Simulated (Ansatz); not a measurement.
Input file for Ansatz (a first-principles code):

Ansatz 0.2 input:
```yaml
crystal:
  lattice:
    - [0.0, 2.8925191856, 2.8925191856]
    - [2.8925191856, 0.0, 2.8925191856]
    - [2.8925191856, 2.8925191856, 0.0]
  atoms:
    - { symbol: Na, position: [0.0, 0.0, 0.0] }
    - { symbol: Br, position: [0.5, 0.5, 0.5] }
kpoints:
  mp_grid: { grid: [8, 8, 8] }
hamiltonian:
  xc: lda
  pseudopotentials: { kind: paw }
scf:
  occupations: { method: fixed }
elastic: { mode: relaxed_ion, stencil: two_point, amplitude: 0.005, f_tol: 0.0005 }
```

Output (shortened):

```
Pseudopotential: Na, paw, valence charge 9
Pseudopotential: Br, paw, valence charge 7
Functional definition: SPW92
Crystal: 2 atoms, lattice volume = 48.401 Å³
Basis set: ecut = 420 eV, 941 PW (Γ)
Bands: 12, of which v1, the nominal top of the filled ones, is band 8 counted from 1 (7 counted from 0)
Symmetry: 48 space group operations
Space group: Fm-3m (ITA 225), of the structure as read, at distance tolerance 3.6e-5 Å
k-points: 29 of 512
SCF iter   1: F=—  HF=-4163.620991 eV  |F-HF|=—  |Δ(HF+E_count)|=         —  Δρ=6.22e-3  dr2=8.38e-3  ethr=1.77e-3  ⟨swp⟩=5.0  Hψ=1742  notcnv=0  defer=52
preconditioner: auto → none
SCF iter   2: F=—  HF=-4163.615965 eV  |F-HF|=—  |Δ(HF+E_count)|=   5.03e-3  Δρ=2.09e-3  dr2=2.49e-3  ethr=5.24e-5  ⟨swp⟩=2.0  Hψ=862  notcnv=0  defer=53
SCF iter   3: F=—  HF=-4163.615309 eV  |F-HF|=—  |Δ(HF+E_count)|=   6.56e-4  Δρ=8.83e-4  dr2=2.03e-4  ethr=1.56e-5  ⟨swp⟩=2.1  Hψ=496  notcnv=0  defer=52
SCF iter   4: F=—  HF=-4163.615256 eV  |F-HF|=—  |Δ(HF+E_count)|=   5.38e-5  Δρ=2.15e-4  dr2=1.14e-5  ethr=1.27e-6  ⟨swp⟩=2.0  Hψ=458  notcnv=0  defer=43
SCF iter   5: F=—  HF=-4163.615251 eV  |F-HF|=—  |Δ(HF+E_count)|=   4.54e-6  Δρ=9.85e-6  dr2=2.79e-8  ethr=7.14e-8  ⟨swp⟩=2.0  Hψ=422  notcnv=0  defer=4
SCF iter   6: F=—  HF=-4163.615257 eV  |F-HF|=—  |Δ(HF+E_count)|=   5.85e-6  Δρ=1.57e-6  dr2=1.33e-9  ethr=1.74e-10  ⟨swp⟩=2.5  Hψ=505  notcnv=0  defer=1
SCF iter   7: F=—  HF=-4163.615257 eV  |F-HF|=—  |Δ(HF+E_count)|=  4.42e-10  Δρ=1.15e-7  dr2=9.60e-12  ethr=8.29e-12  ⟨swp⟩=2.1  Hψ=448  notcnv=0  defer=1
SCF iter   8: F=—  HF=-4163.615257 eV  |F-HF|=—  |Δ(HF+E_count)|=  1.82e-12  Δρ=1.22e-8  dr2=1.05e-13  ethr=1.00e-12  ⟨swp⟩=5.9  Hψ=2029  notcnv=0
SCF iter   9: F=-4163.615257 eV  HF=-4163.615257 eV  |F-HF|=1.82e-12  |Δ(HF+E_count)|=  1.82e-12  Δρ=8.57e-10  dr2=6.20e-16  ethr=1.00e-12  ⟨swp⟩=4.0  Hψ=915  notcnv=0
SCF 1 converged in 9 iterations: F = -4163.615257 eV  dr2 = 6.20e-16
Crystal: 2 atoms, lattice volume = 48.159 Å³
Symmetry: 16 space group operations
k-points: 59 of 512
iter 1 solved again at ethr=1.56e-7 eV; its pass at ethr=3.10e-3 eV (dr2=2.50e-5 eV) is discarded
SCF iter   1: F=—  HF=-4163.615051 eV  |F-HF|=—  |Δ(HF+E_count)|=         —  Δρ=2.15e-4  dr2=2.54e-5  ethr=1.56e-7  ⟨swp⟩=3.0  Hψ=4564  notcnv=0  defer=116
preconditioner: auto → none
SCF iter   2: F=—  HF=-4163.615041 eV  |F-HF|=—  |Δ(HF+E_count)|=   1.02e-5  Δρ=9.45e-5  dr2=3.57e-6  ethr=1.56e-7  ⟨swp⟩=2.4  Hψ=1089  notcnv=0  defer=78
SCF iter   3: F=—  HF=-4163.615042 eV  |F-HF|=—  |Δ(HF+E_count)|=   1.38e-6  Δρ=2.10e-5  dr2=2.00e-7  ethr=2.23e-8  ⟨swp⟩=2.4  Hψ=1002  notcnv=0  defer=5
SCF iter   4: F=—  HF=-4163.615040 eV  |F-HF|=—  |Δ(HF+E_count)|=   2.48e-6  Δρ=4.05e-6  dr2=6.92e-9  ethr=1.25e-9  ⟨swp⟩=2.4  Hψ=988  notcnv=0  defer=2
SCF iter   5: F=—  HF=-4163.615040 eV  |F-HF|=—  |Δ(HF+E_count)|=   1.58e-9  Δρ=7.89e-7  dr2=1.83e-10  ethr=4.32e-11  ⟨swp⟩=2.0  Hψ=939  notcnv=0  defer=2
SCF iter   6: F=—  HF=-4163.615040 eV  |F-HF|=—  |Δ(HF+E_count)|=  2.55e-11  Δρ=1.15e-7  dr2=3.10e-12  ethr=1.14e-12  ⟨swp⟩=2.0  Hψ=945  notcnv=0  defer=2
SCF iter   7: F=-4163.615040 eV  HF=-4163.615040 eV  |F-HF|=0.00e0  |Δ(HF+E_count)|=  1.82e-12  Δρ=7.74e-9  dr2=2.61e-14  ethr=1.00e-12  ⟨swp⟩=4.0  Hψ=3068  notcnv=0
SCF 2 converged in 7 iterations: F = -4163.615040 eV  dr2 = 2.61e-14
Crystal: 2 atoms, lattice volume = 48.643 Å³
iter 1 solved again at ethr=1.89e-9 eV; its pass at ethr=3.10e-3 eV (dr2=3.03e-7 eV) is discarded
SCF iter   1: F=—  HF=-4163.615018 eV  |F-HF|=—  |Δ(HF+E_count)|=         —  Δρ=1.68e-4  dr2=3.01e-7  ethr=1.89e-9  ⟨swp⟩=2.1  Hψ=3999  notcnv=0  defer=59
preconditioner: auto → none
SCF iter   2: F=—  HF=-4163.615032 eV  |F-HF|=—  |Δ(HF+E_count)|=   1.33e-5  Δρ=8.42e-5  dr2=7.27e-8  ethr=1.88e-9  ⟨swp⟩=1.0  Hψ=708  notcnv=0  defer=59
SCF iter   3: F=—  HF=-4163.615036 eV  |F-HF|=—  |Δ(HF+E_count)|=   4.42e-6  Δρ=2.57e-6  dr2=2.17e-9  ethr=4.55e-10  ⟨swp⟩=1.0  Hψ=708  notcnv=0  defer=59
SCF iter   4: F=—  HF=-4163.615036 eV  |F-HF|=—  |Δ(HF+E_count)|=   1.53e-9  Δρ=2.24e-7  dr2=8.73e-12  ethr=1.36e-11  ⟨swp⟩=2.0  Hψ=939  notcnv=0  defer=59
SCF iter   5: F=—  HF=-4163.615036 eV  |F-HF|=—  |Δ(HF+E_count)|=  1.18e-11  Δρ=3.53e-8  dr2=2.27e-13  ethr=5.46e-14 (applied; sched 1.00e-12)  ⟨swp⟩=2.2  Hψ=1122  notcnv=0  defer=59
SCF iter   6: F=-4163.615036 eV  HF=-4163.615036 eV  |F-HF|=0.00e0  |Δ(HF+E_count)|=  9.09e-13  Δρ=3.36e-9  dr2=1.74e-15  ethr=1.00e-12  ⟨swp⟩=5.0  Hψ=2518  notcnv=0
SCF 3 converged in 6 iterations: F = -4163.615036 eV  dr2 = 1.74e-15
Crystal: 2 atoms, lattice volume = 48.401 Å³
Symmetry: 8 space group operations
k-points: 95 of 512
iter 1 solved again at ethr=8.93e-8 eV; its pass at ethr=3.10e-3 eV (dr2=1.43e-5 eV) is discarded
SCF iter   1: F=—  HF=-4163.615216 eV  |F-HF|=—  |Δ(HF+E_count)|=         —  Δρ=1.13e-4  dr2=2.14e-6  ethr=8.93e-8  ⟨swp⟩=3.0  Hψ=7272  notcnv=0  defer=188
preconditioner: auto → none
SCF iter   2: F=—  HF=-4163.615215 eV  |F-HF|=—  |Δ(HF+E_count)|=   1.20e-6  Δρ=5.60e-5  dr2=5.43e-7  ethr=1.34e-8  ⟨swp⟩=1.0  Hψ=1140  notcnv=0  defer=82
SCF iter   3: F=—  HF=-4163.615215 eV  |F-HF|=—  |Δ(HF+E_count)|=   1.85e-7  Δρ=1.07e-6  dr2=4.47e-10  ethr=3.39e-9  ⟨swp⟩=1.8  Hψ=1258  notcnv=0  defer=84
SCF iter   4: F=—  HF=-4163.615215 eV  |F-HF|=—  |Δ(HF+E_count)|=   2.19e-9  Δρ=5.31e-7  dr2=1.30e-10  ethr=2.79e-12  ⟨swp⟩=2.7  Hψ=2001  notcnv=0  defer=84
SCF iter   5: F=—  HF=-4163.615215 eV  |F-HF|=—  |Δ(HF+E_count)|=  6.28e-11  Δρ=7.12e-8  dr2=7.95e-13  ethr=8.15e-13 (applied; sched 1.00e-12)  ⟨swp⟩=2.0  Hψ=1805  notcnv=0  defer=84
SCF iter   6: F=-4163.615215 eV  HF=-4163.615215 eV  |F-HF|=1.82e-12  |Δ(HF+E_count)|=    0.00e0  Δρ=1.29e-8  dr2=4.60e-14  ethr=1.00e-12  ⟨swp⟩=5.0  Hψ=4061  notcnv=0
SCF 4 converged in 6 iterations: F = -4163.615215 eV  dr2 = 4.60e-14
Crystal: 2 atoms, lattice volume = 48.401 Å³
iter 1 solved again at ethr=2.07e-12 eV; its pass at ethr=3.10e-3 eV (dr2=3.31e-10 eV) is discarded
SCF iter   1: F=—  HF=-4163.615215 eV  |F-HF|=—  |Δ(HF+E_count)|=         —  Δρ=1.68e-6  dr2=2.90e-10  ethr=2.07e-12  ⟨swp⟩=4.1  Hψ=7547  notcnv=0  defer=99
preconditioner: auto → none
SCF iter   2: F=—  HF=-4163.615215 eV  |F-HF|=—  |Δ(HF+E_count)|=  1.92e-10  Δρ=8.57e-7  dr2=7.26e-11  ethr=1.81e-12  ⟨swp⟩=1.0  Hψ=1140  notcnv=0  defer=99
SCF iter   3: F=—  HF=-4163.615215 eV  |F-HF|=—  |Δ(HF+E_count)|=  6.91e-11  Δρ=3.73e-8  dr2=3.18e-13  ethr=4.54e-13 (applied; sched 1.00e-12)  ⟨swp⟩=1.0  Hψ=1140  notcnv=0  defer=99
SCF iter   4: F=-4163.615215 eV  HF=-4163.615215 eV  |F-HF|=9.09e-13  |Δ(HF+E_count)|=    0.00e0  Δρ=7.77e-9  dr2=1.12e-14  ethr=1.00e-12  ⟨swp⟩=5.0  Hψ=4085  notcnv=0
SCF 5 converged in 4 iterations: F = -4163.615215 eV  dr2 = 1.12e-14
SCF converged after 9 iterations
Free energy (F): -4163.615257 eV
Harris-Foulkes:  -4163.615257 eV  (|F-HF|=1.82e-12)
Internal energy: -4163.615257 eV  (E = F + TS)
E sigma→0 (E₀):  -4163.615257 eV
Fermi energy:    1.959427 eV
--- Per-component energies (eV) ---
  E_band       = -226.986584
  E_kinetic    = 256.185962
  E_local      = -1517.004296  (includes V_loc(G=0)·N_el)
  E_nonlocal   = 188.575773
  E_hartree    = 526.836516
  E_xc         = -300.581939
  E_vxc        = -156.020482  (∫ρ·V_xc dr)
  E_paw        = -2405.291576  (= ΣΔE_a)
  E_vpaw       = -52.396545  (= ΣTr[D̂ρ^β])
  E_aug_tail   = -0.000028  (compensation charges beyond the density's cutoff)
  E_ewald      = -912.683070
  E_core_change = 0.347401  (= ΣΔE_core)
  E_smearing   =  0.000000  (= −TS)
  E_closure    = 0.000000  (closes the sum)
  Σ components = -4163.615257   (vs F -4163.615257, Δ=0.00e0)
  [band-id]    e_kinetic+e_local+e_nonlocal+2·e_hartree+e_vxc+e_vpaw+e_augmentation_tail = -226.986584   (vs E_band -226.986584, Δ=1.62e-7)
--- Forces (eV/Å), atoms counted from 1 ---
  atom   1  Na     0.00000000     0.00000000     0.00000000
  atom   2  Br     0.00000000     0.00000000     0.00000000
  max |Σ_I F_I| component: 0.0 eV/Å
--- Stress (GPa, compression-positive) ---
       -0.004040       0.000000       0.000000
        0.000000      -0.004040       0.000000
        0.000000       0.000000      -0.004040
  P = ⅓ Tr σ = -0.0040 GPa (-0.040 kbar)
--- Band table (eV; the first three rows and the last of 29) ---
  k-point 0: bands = ["-46.9520", "-19.4607", "-19.4607", "-19.4607", "-11.1523", "1.9594", "1.9594", "1.9594", "6.0394", "11.6702", "11.6702", "11.6702"]
  k-point 1: bands = ["-46.9519", "-19.4645", "-19.4609", "-19.4609", "-11.1002", "1.4355", "1.9053", "1.9053", "6.6487", "11.1528", "11.8735", "11.8735"]
  k-point 2: bands = ["-46.9517", "-19.4736", "-19.4615", "-19.4615", "-10.9703", "0.4943", "1.7806", "1.7806", "7.6107", "10.8952", "11.9233", "11.9233"]
  k-point 28: bands = ["-46.9512", "-19.4728", "-19.4728", "-19.4695", "-10.6958", "0.3825", "0.3825", "0.9371", "9.5475", "10.7381", "10.7381", "11.8292"]
--- Elastic constants: 2 strain directions × 2 members + reference (group order 48) ---
  dense FFT box of the reference and of every strained cell: 30×30×30
  strains applied: 11, 23; error gains: componentwise 1.00 (the most a stress slope's error grows in a printed constant), spectral 1.73 (1 for all six strains …
  C = ∂σ_k/∂η_j (tension-positive GPa; Voigt order 11 22 33 23 13 12):
        57.204     11.082     11.082      0.000      0.000      0.000
        11.082     57.204     11.082      0.000      0.000      0.000
        11.082     11.082     57.204      0.000      0.000      0.000
         0.000      0.000      0.000     10.141      0.000      0.000
         0.000      0.000      0.000      0.000     10.141      0.000
         0.000      0.000      0.000      0.000      0.000     10.141
  reference stress σ⁰ (GPa):      0.004      0.004      0.004      0.000      0.000      0.000
  C* (energy form; C + prestress term) asymmetry max|C*_kj − C*_jk| = 3.553e-15 GPa — a small one proves nothing (zero by symmetry where the batch's group is …
  moduli (Voigt/Reuss/Hill, GPa): K = 26.46/26.46/26.46   G = 15.31/13.07/14.19   E = 36.11   ν = 0.272
  mechanically stable: yes (min eigenvalue of sym C = 10.14 GPa)
  where every solve meets its electron count the energy-path curvature estimates C_jj along a normal strain and C_jj − ¼(σ⁰_aa + σ⁰_bb) along a shear (ab), of …
  strain η (Voigt 11):  stress-route row diagonal C_11 = 57.20 GPa, energy-path curvature d²(F+E_count+ΔE)/dδ²/Ω₀ = 57.17 GPa
         δ    σ_11 (GPa)             F (eV)   n_scf  n_hpsi   n_pw
    -5.000e-3      -0.2915       -4163.6150398       7   13421    952   relax 0 steps, max|allowed force component| 0.0 eV/Å
     5.000e-3       0.2805       -4163.6150359       6   10820    963   relax 0 steps, max|allowed force component| 0.0 eV/Å
  strain η (Voigt 23):  stress-route row diagonal C_44 = 10.14 GPa, energy-path curvature d²(F+E_count+ΔE)/dδ²/Ω₀ = 10.14 GPa
         δ    σ_23 (GPa)             F (eV)   n_scf  n_hpsi   n_pw
    -5.000e-3      -0.0507       -4163.6152147       6   18867    960   relax 0 steps, max|allowed force component| 0.0 eV/Å
     5.000e-3       0.0507       -4163.6152147       4   15242    960   relax 0 steps, max|allowed force component| 0.0 eV/Å
```

Cost: about 13 core-seconds (a rough figure) on shared cores.

The cell was relaxed with LDA under the symmetry of its start; phonons on a q-mesh show no instability. Scalar-relativistic: spin–orbit coupling is off unless named, which matters more the heavier the elements.

Potentials: the later of the program's two PAW sets.

Ansatz is a plane-wave DFT program.
